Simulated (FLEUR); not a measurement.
Crystal: CdTe.

```
Te Cd
1.0
     0.00000    3.20500    3.20500
     3.20500    0.00000    3.20500
     3.20500    3.20500    0.00000
Te Cd
1 1
Direct
  0.75000 0.75000 0.75000
  0.00000 0.00000 0.00000
```

Program: FLEUR MaX-R8.1 (patched build s14). Alike in all runs: potentials or basis all-electron, FLAPW; cell as given; smearing fermi-dirac 0.05 eV.

Task: Order these runs on this cell by their band gap on the k mesh, lowest first.
A. level Wu-Cohen GGA; spin SOC, no magnetisation; k mesh 5 × 5 × 5; gmax 11.8 1/bohr; max iterations 60; density convergence 1e-05 me/bohr^3; kmax 3.8 1/bohr; mesh quality not flagged
B. level PW91; spin off; k mesh 7 × 7 × 7; gmax 11.8 1/bohr; max iterations 60; density convergence 1e-05 me/bohr^3; kmax 3.8 1/bohr; mesh quality not flagged
C. level LDA (von Barth-Hedin); spin off; k mesh 7 × 7 × 7; gmax 13.2 1/bohr; max iterations 60; density convergence 1e-05 me/bohr^3; kmax 4.26 1/bohr; mesh quality not flagged
D. level HSE06; spin off; k mesh 4 × 4 × 4; gmax 11.8 1/bohr; max iterations 30; density convergence 0.0001 me/bohr^3; kmax 3.8 1/bohr; mesh quality coarse

Result: A (0.44 eV), C (0.62 eV), B (0.82 eV), D (1.76 eV).

Caveats: some runs use coarse meshes; spin-orbit coupling is left out, which moves the levels of the heavy elements (some runs); core states are solved in the semilocal potential (some runs).

The runs were made with more than one version of the program.

Runs at the PBE level aren't shown here.
